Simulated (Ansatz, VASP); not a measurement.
# Two plane-wave programs on As

```
As
1.0
     3.09934    0.00000    0.00000
    -1.54967    2.68411    0.00000
     0.00000    0.00000    4.72227
As
2
Direct
  0.33333 0.66667 0.25000
  0.66667 0.33333 0.75000
```

Alike in both runs: functional RPBE; k mesh 12 × 12 × 7; occupations fermi-dirac, width 0.1 eV; no spin polarisation.

Ansatz relaxed the structure, and its values are those at the end. VASP's run is a single point on that final structure, the one shown.

|  | VASP | Ansatz |
| --- | --- | --- |
| version | VASP 6.6.1 | Ansatz 0.2.0 |
| potentials or method | VASP PAW PBE potentials, release 64 (As) | plane waves (420 eV) with PAW, scalar-relativistic |
| plane-wave cutoff (eV) | 520 | 420 |
| valence electrons in the cell | 10 | 30 |

```tsv
	VASP	Ansatz	Ansatz less VASP
pressure (GPa)	0.0	0.0	+0.02
```

The functional is the same, so the differences come from potentials, cutoffs and numerics. The two sets of potentials don't hold the same shells in valence.

Caveats: the PAW data sets were made with another functional, which shifts forces and pressure a little (VASP).
